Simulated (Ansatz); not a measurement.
## How far is PAW off for MnAs?

```
Mn As
1.0
     0.00000    2.58299    2.58299
     2.58299    0.00000    2.58299
     2.58299    2.58299    0.00000
Mn As
1 1
Direct
  0.00000 0.00000 0.00000
  0.50000 0.50000 0.50000
```

Atom numbers follow the list: Mn1, As2.

The structure comes from a relaxation in the same program, started in the rocksalt type, and has space group Fm-3m. Whether it is a known phase or the ground state wasn't checked.

Other magnetic orders may lie lower; this is the state that the run reached.

All numbers are computed: DFT, PBE, PAW with Ansatz's default frozen-core files, scalar-relativistic (Ansatz 0.2.0); DFT, PBE, all-electron PAW with datasets made for the crystal, scalar-relativistic (Ansatz 0.2.0); DFT, PBE, all-electron LAPW, scalar-relativistic (Ansatz 0.2.0).

For PAW: a Γ-centred 12×12×12 k mesh, Fermi–Dirac smearing of 0.08 eV, cutoff 420 eV, spin-polarised from start moments Mn1 4 μB. The crystal-made all-electron datasets (AE datasets) take a cutoff of 320 eV at this cell. LAPW targets a basis error of 1 meV/atom. The Ansatz runs share mesh, smearing and spin set-up. Plane-wave (PAW) pressures include the program's estimate of the Pulay term.

Stress and pressure are positive in compression.

Levels count from the Fermi level.

```tsv
quantity	PAW	AE datasets	LAPW
pressure (GPa)	0.00	0.02	0.02
moment of the cell (μB)	3.687	3.689	3.689
highest filled spin-up level at K (eV)	-1.447	-1.444	-1.444
lowest empty spin-up level at K (eV)	0.050	0.049	0.049
highest filled spin-up level at X (eV)	-1.400	-1.397	-1.397
lowest empty spin-up level at X (eV)	1.721	1.720	1.720
highest filled spin-up level at L (eV)	-2.024	-2.030	-2.030
lowest empty spin-up level at L (eV)	2.914	2.914	2.914
```

PAW's pressure differs from the LAPW value by -0.02 GPa.
